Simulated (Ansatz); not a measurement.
# MnS: further runs on the relaxed cell

One table from this session's results is given with a row withheld; the runs are named, their logs left out.

Method: DFT PBEsol, scalar-relativistic, plane waves, PAW, in Ansatz 0.2.0.

1 further run of the same task is left out (set aside as unsound or not needed).

## The structure to begin with

It takes space group F-43m (No. 216, cubic). Conventional cell: a = 5.464 Å, b = 5.464 Å, c = 5.464 Å, α = 90.00°, β = 90.00°, γ = 90.00°. Mn (site symmetry -43m) is surrounded by 4 S at 2.37 Å. Around S (site symmetry -43m) lie 4 Mn at 2.37 Å.

As a file:

```xyz
2
Lattice="0.0000 2.7319 2.7319 2.7319 0.0000 2.7319 2.7319 2.7319 0.0000" Properties=species:S:1:pos:R:3 pbc="T T T"
Mn    0.0000    0.0000    0.0000
S     4.0979    4.0979    4.0979
```

This cell was relaxed beforehand with the same method: volume 20.39 Å³/atom, gap on the mesh none (metal), site moments up to 3.9 μB.

The first run:

Contents of input.yaml:

```yaml
crystal:
  lattice:
    - [0.0, 2.7319312733, 2.7319312733]
    - [2.7319312733, 0.0, 2.7319312733]
    - [2.7319312733, 2.7319312733, 0.0]
  atoms:
    - { symbol: Mn, position: [0.0, 0.0, 0.0], spin: 4.29 }
    - { symbol: S, position: [0.75, 0.75, 0.75] }
basis:
  ecutwfc: 420
kpoints:
  mp_grid: { grid: [14, 14, 14] }
  band_path:
    path:
      - [[0.0, 0.0, 0.0], [-0.5, -0.5, 0.0], [-0.375, -0.375, 0.25]]
      - [[-0.375, 0.0, 0.375], [0.0, 0.0, 0.0], [0.0, 0.0, 0.5], [-0.5, -0.25, 0.25], [-0.5, -0.5, 0.0]]
    npoints: 14
hamiltonian:
  xc: pbesol
scf:
  occupations: { method: gaussian, width: 0.1 }
  n_extra_bands: 6
output:
  forces: true
  stress: true
  eigenvalues: true
  populations: true
  dos: { projected: true, de: 0.02, nscf_kmesh: { grid: [21, 21, 21] } }
  bader: true
  write_density: true
  write_potential: true
  elf: true
  volumetric_format: npy
magnetization:
  spin_polarized: true
checkpoint:
  read: start.run
  write: ck
  compress: false
  write_wavefunctions: false
  write_every: 100000
```

The run is started by

```sh
$ ansatz run input.yaml --threads 1 --pin off --max-ram 2560MiB --backend cpu --events-out ev --progress --plain --runs-dir out
```

Among the steps run: Bands, states and charges; Point at V/V0 = 0.97; Volume × 1.03; Point at V/V0 = 0.94; Volume × 1.06.

One table of the session follows, with a row left open; its other results are not shown here.

It belongs to the step «Fit of the equation of state». 

```
volume (Å³/atom)  energy above the lowest point (meV/atom)  pressure (GPa)  largest moment (μB)
          19.166                                       6.0            1.87                 3.65
          19.778                                       1.2            0.71                 3.77
          20.390                                       0.0           -0.02                 3.90
          21.001                                         ?               ?                    ?
          21.613                                       6.2           -1.73                 4.09
```

Estimate the missing values for volume (Å³/atom) = 21.001.

Worked estimate for «energy above the lowest point (meV/atom)». A straight line through the neighbours (20.390, 0.0) and (21.613, 6.2) gives 0.0 + (6.2 − 0.0) × (21.001 − 20.390) / (21.613 − 20.390) = 3.1; a parabola fitted to 3 rows on both sides gives 1.7.

**Answer.** energy above the lowest point (meV/atom): 1.4; pressure (GPa): -0.82; largest moment (μB): 4.00. In «energy above the lowest point (meV/atom)» the line misses by +1.7 and the parabola by +0.3.

Caveats from the session: The projections leave out shells that the potentials don't hold, such as empty d states. Without a U such compounds often come out metallic though many are antiferromagnetic insulators. Warnings in the runs' records: stability check not made.
